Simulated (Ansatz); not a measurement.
Structure relaxation of Mo

Theory: Ansatz, DFT PBE, scalar-relativistic, plane waves, PAW. Cutoff 420 eV, Γ-centred k mesh, Gaussian smearing, no spin polarisation in the final step.

This is the end of a relaxation of cell and atoms.

```xyz
6
Lattice="2.5856 1.4928 4.2601 -2.5856 1.4928 4.2601 0.0000 -2.9855 4.2601" Properties=species:S:1:pos:R:3 pbc="T T T"
Mo    0.0000    0.0000    0.0000
Mo   -1.2928    0.7464    2.1300
Mo    0.0000   -1.4928    2.1300
Mo    1.2928    0.7464    2.1300
Mo    0.0000    0.0000    8.0749
Mo    0.0000    0.0000    4.7053
```

Energies count from the standard state of Mo at the same level.

(1) What space group does it have?

(2) How far above the standard state of Mo does it lie?

(3) Is it a metal?

Answers

(1) R-3m (No. 166). Conventional cell: a = 5.171 Å, c = 12.780 Å. Around Mo on Wyckoff site a (1 atom of the primitive cell) lie 6 Mo at 2.60 Å and 6 Mo at 3.02 Å; around Mo on Wyckoff site d (3 atoms of the primitive cell) lie 6 Mo at 2.59–2.60 Å and 6 Mo at 2.98–3.09 Å; Mo on Wyckoff site c (2 atoms of the primitive cell) has 15 Mo at 2.98–3.12 Å and 1 Mo at 3.37 Å.

(2) 0.37 eV/atom.

(3) Yes, bands cross the Fermi level on the 9×9×9 mesh.

The final run used a 9×9×9 mesh on its 6-atom cell and 0.10 eV smearing. The k mesh leaves about 4 meV/atom of noise in metals. The cell came from a trial start, so Mo may not exist in this structure.